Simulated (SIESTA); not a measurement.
Sb:

```
Sb
1.0
    -1.57654    1.57654    2.71194
     1.57654   -1.57654    2.71194
     1.57654    1.57654   -2.71194
Sb
1
Direct
  0.00000 0.00000 0.00000
```

This isn't the form of Sb at room conditions, which is rhombohedral.

* Program: SIESTA 5.4.2
* Task: relaxation of cell and atoms
* Functional: vdW-DF2
* Potentials or basis: PseudoDojo 0.4 standard (PBE files)
* Basis: DZP (energy shift 0.003 Ry; two zetas on semicore shells)
* Grid cutoff: 500 Ry
* Energy shift: 0.003 Ry
* k mesh: 12 × 12 × 12
* Occupations: fermi-dirac, width 0.05 eV
* Spin: no spin polarisation

At the start: pressure 12.8 GPa; volume 26.96 Å³/atom.

How do energy, volume and symmetry change on relaxing?

Over 19 steps the energy falls by 238.2 meV/atom and the volume is 34.65 Å³/atom (+28.5 %); space group I4/mmm (No. 139, to 0.05 Å).

The path:
| step | energy change (eV) | largest force (eV/Å) | pressure (GPa) | volume (Å³) |
| --- | --- | --- | --- | --- |
| 1 | 0.0000 | 0.0000 | 12.80 | 26.96 |
| 2 | -0.0674 | 0.0000 | 9.97 | 27.91 |
| 3 | -0.1446 | 0.0000 | 6.23 | 29.46 |
| 4 | -0.1925 | 0.0000 | 3.01 | 31.16 |
| 5 | -0.2109 | 0.0000 | 0.40 | 32.93 |
| 6 | -0.2025 | 0.0000 | -1.63 | 34.76 |
| 7 | -0.2112 | 0.0000 | 0.01 | 33.24 |
| 8 | -0.2165 | 0.0000 | 0.02 | 33.38 |
| 9 | -0.2232 | 0.0000 | 0.06 | 33.50 |
| 10 | -0.2266 | 0.0000 | 0.15 | 33.61 |
| 11 | -0.2277 | 0.0000 | 0.33 | 33.71 |
| 12 | -0.2311 | 0.0000 | 0.47 | 33.79 |
| 13 | -0.2352 | 0.0000 | 0.72 | 33.86 |
| 14 | -0.2359 | 0.0000 | 0.97 | 33.91 |
| 15 | -0.2362 | 0.0000 | 0.85 | 33.89 |
| 16 | -0.2380 | 0.0000 | 0.09 | 34.65 |
| 17 | -0.2380 | 0.0000 | 0.16 | 34.57 |
| 18 | -0.2370 | 0.0000 | -0.32 | 34.77 |
| 19 | -0.2382 | 0.0000 | 0.00 | 34.65 |

Final structure:
```
CELL_PARAMETERS angstrom
-1.61843 1.62624 3.28920
1.62624 -1.61843 3.28920
1.61930 1.61930 -3.28466
ATOMIC_POSITIONS crystal
Sb 0.00000 0.00000 0.00000
```

Caveat: the volume moved by over 15 % at a fixed basis, so the end points are rough; the potentials were made for another functional, which shifts forces and pressure; the basis of atomic orbitals isn't converged, which shifts pressures, moduli and gaps.
